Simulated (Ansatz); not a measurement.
Re:

```
Re
1.0
     2.76080    0.00000    0.00000
    -1.38040    2.39092    0.00000
     0.00000    0.00000    4.45820
Re
2
Direct
  0.66667 0.33333 0.75000
  0.33333 0.66667 0.25000
```

| Item | Value |
| --- | --- |
| Program | Ansatz 0.2.0 |
| Task | relaxation of cell and atoms |
| Functional | BLYP |
| Potentials or basis | Ansatz PAW |
| Cutoff | 420 eV (not typed: the program's choice for these potentials) |
| k mesh | 11 × 11 × 6 |
| Occupations | fermi-dirac, width 0.05 eV |
| Spin | no spin polarisation |

At the start: volume 14.71 Å³/atom.

Problem. How do energy, volume and symmetry change on relaxing?

Solution. It ends after 6 steps and the volume is 15.53 Å³/atom (+5.5 %); space group P6_3/mmc (No. 194, to 0.05 Å).

The path:
```csv
step,energy change (eV),largest force (eV/Å),volume (Å³)
1,0.0000,0.0000,29.43
2,-0.0907,0.0000,31.30
3,-0.0929,0.0000,31.05
4,-0.0944,0.0000,31.05
5,-0.0943,0.0000,31.05
6,-0.0944,0.0000,31.05
```

Final structure:
```
Re
1.0
     2.81293    0.00000    0.00000
    -1.40647    2.43607    0.00000
     0.00000    0.00000    4.53125
Re
2
Direct
  0.66667 0.33333 0.75000
  0.33333 0.66667 0.25000
```

Caveat: the plane-wave basis is chosen anew once the cell has moved, so the energies of steps on either side of that aren't comparable; the PAW data sets come from PBE, with cores solved anew for the run's functional, which leaves a small shift of forces and pressure.
